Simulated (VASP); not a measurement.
Here is a VASP 6.6.1 calculation.

Contents of INCAR:

```
SYSTEM = Si2W
PREC = Accurate
ENCUT = 520
EDIFF = 1E-6
ISMEAR = 1
SIGMA = 0.1
LREAL = .False.
LASPH = .True.
NELM = 80
ALGO = Fast
ISIF = 2
LWAVE = .False.
LCHARG = .False.
MAGMOM = 0 0 0 0 0 0 0 0 0
LORBIT = 11
LSORBIT = .True.
GGA_COMPAT = .False.
LMAXMIX = 4
GGA = PE
NBANDS = 35
KPAR = 4
```

The input KPOINTS:

```
Automatic mesh
0
Gamma
  16 16 16
  0 0 0
```

Contents of POSCAR:

```
Si2W                                    
1.0
   -1.6021137926      1.6021137926      3.9095849748
    1.6021137926     -1.6021137926      3.9095849748
    1.6021137926      1.6021137926     -3.9095849748
  Si              W             
     2     1
Direct
     0.3344596784202494    0.3344596784202494    0.0000000000000000
     0.6655403215797506    0.6655403215797506    0.0000000000000000
     0.0000000000000000    0.0000000000000000    0.0000000000000000
```

The input KPOINTS_OPT:

```
explicit points
243
Reciprocal
 0.0000000000  0.0000000000  0.0000000000 1
 0.0000000000  0.0000000000  0.0357142857 1
 0.0000000000  0.0000000000  0.0714285714 1
 0.0000000000  0.0000000000  0.1071428571 1
 0.0000000000  0.0000000000  0.1428571429 1
 0.0000000000  0.0000000000  0.1785714286 1
[... 235 lines left out ...]
 0.0218079300  0.0218079300  0.4781920700 1
-0.0218079300 -0.0218079300  0.5218079300 1
```

Potentials or basis: VASP PAW PBE potentials, release 64 (Si, W_sv).

Launch:

```bash
$ cat potpaw_PBE.64/Si/POTCAR potpaw_PBE.64/W_sv/POTCAR > POTCAR
$ mpirun -np 4 vasp_ncl > vasp.out
```

**Question.** Predict the largest force.

**Answer.** 0.061 eV/Å.

**Question.** What does it give for the pressure?

**Answer.** 5.3 GPa.

Forces in eV/Å, atoms in the order of the input:
```
Si   0.000  0.000 -0.061
Si   0.000  0.000  0.061
W    0.000  0.000  0.000
```
